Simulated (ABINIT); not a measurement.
Set up this calculation in ABINIT 10.8.3 (patched build), as the native input.

| Quantity | Value |
| --- | --- |
| Task | band structure |
| Functional | LDA-Teter |
| Potentials or basis | JTH PAW LDA v2.0 |
| Cutoff | 408 eV |
| k mesh | 8 × 8 × 5 |
| Occupations | fermi-dirac, width 0.05 eV |
| Spin | no spin polarisation |
| Fine-grid cutoff | 816.342 eV |

SnSe2:

```
CELL_PARAMETERS angstrom
3.81100 0.00000 0.00000
-1.90550 3.30042 0.00000
0.00000 0.00000 6.13600
ATOMIC_POSITIONS crystal
Sn 0.00000 0.00000 0.00000
Se 0.66667 0.33333 0.75100
Se 0.33333 0.66667 0.24900
```

These files were run (other wordings do the same):

run.abi

```
# Datasets: ground state, then fixed potential
ndtset 2

# Pseudopotentials
pp_dirpath "./"
pseudos "Sn.LDA_PW-JTH.xml, Se.LDA_PW-JTH.xml"

# Structure
acell 7.2017462609 7.2017462609 11.5953595007
rprim
     1.0000000000     0.0000000000     0.0000000000
    -0.5000000000     0.8660254038     0.0000000000
     0.0000000000     0.0000000000     1.0000000000
ntypat 2
znucl 50 34
natom 3
typat 1 2 2
xred
     0.0000000000     0.0000000000     0.0000000000
     0.6666666667     0.3333333333     0.7510000000
     0.3333333333     0.6666666667     0.2490000000

# Plane-wave basis
ecut 15.0
pawecutdg 30.0

# Exchange and correlation
ixc 1

# Bands and occupations
occopt 3
tsmear 0.00183747

# SCF cycle
nstep 100

# Output
iomode 3
prtwf 0
prteig 0
prtebands 0
enunit 1
prtden1 1
prtvha1 1
prtvclmb1 1
prtpot1 1

# Dataset 1
kptopt1 1
ngkpt1 8 8 5
nshiftk1 1
shiftk1 0.0 0.0 0.0
nband1 17
tolvrs1 1.0e-9

# Dataset 2: bands along G-M-K-G-A-L-H-A
iscf2 -2
getden2 1
nband2 21
nbdbuf2 2
tolwfr2 1.0e-12
kptopt2 -7
ndivsm2 5
prteig2 1
prtvol2 -3
kptbounds2
     0.0000000000     0.0000000000     0.0000000000
     0.5000000000     0.0000000000     0.0000000000
     0.3333333333     0.3333333333     0.0000000000
     0.0000000000     0.0000000000     0.0000000000
     0.0000000000     0.0000000000     0.5000000000
     0.5000000000     0.0000000000     0.5000000000
     0.3333333333     0.3333333333     0.5000000000
     0.0000000000     0.0000000000     0.5000000000
```

Potentials or basis: JTH PAW LDA v2.0.

Launch:

```sh
$ abinit run.abi > log 2>&1
```

It gave:

```
Largest force                                         : 0.490 eV/Å
Band gap on the k mesh                                : 0.67 eV, indirect (least direct gap 0.88 eV)
Valence electrons inside the program's atomic spheres : Sn 11.96; Se 3.94
```

Caveat: spin-orbit coupling is left out, which moves the levels of the heavy elements; an odd mesh through Γ misses points on the zone boundary, where band edges often lie.

Wall time 61 s on 1 thread of Arm Neoverse V2 (shared host), peak memory 0.1 GiB.
